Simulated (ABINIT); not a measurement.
A run of ABINIT 10.8.3 (patched build):

The input run.abi:

```
# Pseudopotentials
pp_dirpath "./"
pseudos "Sn.GGA_PBE-JTH.xml"

# Structure
acell 8.64103205 8.64103205 8.64103205
rprim
     0.0000000000     0.7071067812     0.7071067812
     0.7071067812     0.0000000000     0.7071067812
     0.7071067812     0.7071067812     0.0000000000
ntypat 1
znucl 50
natom 2
typat 1 1
xred
     0.7500000000     0.7500000000     0.7500000000
     0.5000000000     0.5000000000     0.5000000000

# Plane-wave basis
ecut 22.0
pawecutdg 44.0
pawxcdev 0

# k points
kptopt 1
ngkpt 7 7 7
nshiftk 1
shiftk 0.0 0.0 0.0

# Exchange and correlation
ixc -116133

# Bands and occupations
nband 18
occopt 3
tsmear 0.00183747

# SCF cycle
nstep 100
tolvrs 1.0e-9

# Output
iomode 3
prtwf 0
prtden 0
prteig 0
prtebands 0
enunit 1
```

Potentials or basis: JTH PAW PBE v2.0.

Command:

```sh
$ abinit run.abi > log 2>&1
```

Hardware: 1 thread of AMD EPYC 9R45 96-Core Processor (Zen 5), on a shared host.

**Question.** Estimate the wall time of this run.

**Answer.** It took 17 s on 1 thread of AMD EPYC 9R45 96-Core Processor (Zen 5) (shared host), peak memory 0.14 GiB. Counts: scf iterations 10, mpi ranks 1, k points 20, bands 18, plane waves 2259.
